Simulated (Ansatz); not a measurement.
# Al: the cost of one run

Method: DFT PBE, scalar-relativistic, plane waves, PAW, in Ansatz 0.2.0.

### 1 The structure to begin with

The structure is cubic, space group Fm-3m (No. 225). Conventional cell: a = 4.048 Å, b = 4.048 Å, c = 4.048 Å, α = 90.00°, β = 90.00°, γ = 90.00°. Around Al (site symmetry m-3m) lie 12 Al at 2.86 Å.

Coordinates:

```
CELL_PARAMETERS angstrom
0.00000 2.02398 2.02398
2.02398 0.00000 2.02398
2.02398 2.02398 0.00000
ATOMIC_POSITIONS crystal
Al 0.00000 0.00000 0.00000
```

The cell is taken as given, not relaxed at this level.

### 2 Zero of energy

Reference values: F = -537.5060 eV; pressure -0.39 GPa; largest force 0.000 eV/Å; gap on the mesh none (metal). It was computed beforehand with the settings of the runs below.

### 3 Next: a tetragonal deformation path

At fixed volume and fractional coordinates, lengths along (0.000, 0.000, 1.000) are scaled against those across it; ρ is that ratio over its starting value.

### 4 ρ = 0.707

Contents of input.yaml:

```yaml
crystal:
  lattice:
    - [0.0, 2.271955106, 1.6062722599]
    - [2.271955106, 0.0, 1.6062722599]
    - [2.271955106, 2.271955106, 0.0]
  atoms:
    - { symbol: Al, position: [0.0, 0.0, 0.0] }
basis:
  ecutwfc: 420
kpoints:
  mp_grid: { grid: [22, 22, 22] }
hamiltonian:
  xc: pbe
scf:
  occupations: { method: gaussian, width: 0.15 }
output:
  forces: true
  stress: true
  eigenvalues: true
  write_density: true
  write_potential: true
  elf: true
  volumetric_format: npy
```

Started as:

```sh
> ansatz run input.yaml --threads 1 --pin off --max-ram 2560MiB --backend cpu --events-out ev --progress --plain --runs-dir out
```

What time and memory should one allow on 1 thread of Arm Neoverse V1, shared host?

About 7.5 s, with a peak of 0.37 GiB.
